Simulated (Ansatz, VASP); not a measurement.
**One calculation of TiS2, two programs**

```
CELL_PARAMETERS angstrom
3.41200 0.00000 0.00000
-1.70600 2.95488 0.00000
0.00000 0.00000 5.69500
ATOMIC_POSITIONS crystal
Ti 0.00000 0.00000 0.00000
S 0.33333 0.66667 0.25000
S 0.66667 0.33333 0.75000
```

Alike in both runs: task single point; functional PBE; k mesh 12 × 12 × 7; occupations fermi-dirac, width 0.05 eV; no spin polarisation.

|  | VASP | Ansatz |
| --- | --- | --- |
| version | VASP 6.6.1 | Ansatz 0.2.0 |
| potentials or method | VASP PAW PBE potentials, release 64 (Ti_sv, S), cutoff 520 eV | all-electron LAPW, scalar-relativistic |

|  | VASP | Ansatz | Ansatz less VASP |
| --- | --- | --- | --- |
| pressure (GPa) | 0.4 | 0.4 | +0.04 |
| largest component of the traceless stress (GPa) | 0.70 | 0.64 | -0.053 |
| rms of the force components (eV/Å) | 0.063 | 0.065 | +0.0025 |

Atom by atom the forces differ by 0.003 eV/Å (rms over components). Ansatz ran all-electron here, so the differences hold the error of VASP's frozen core and of both bases.
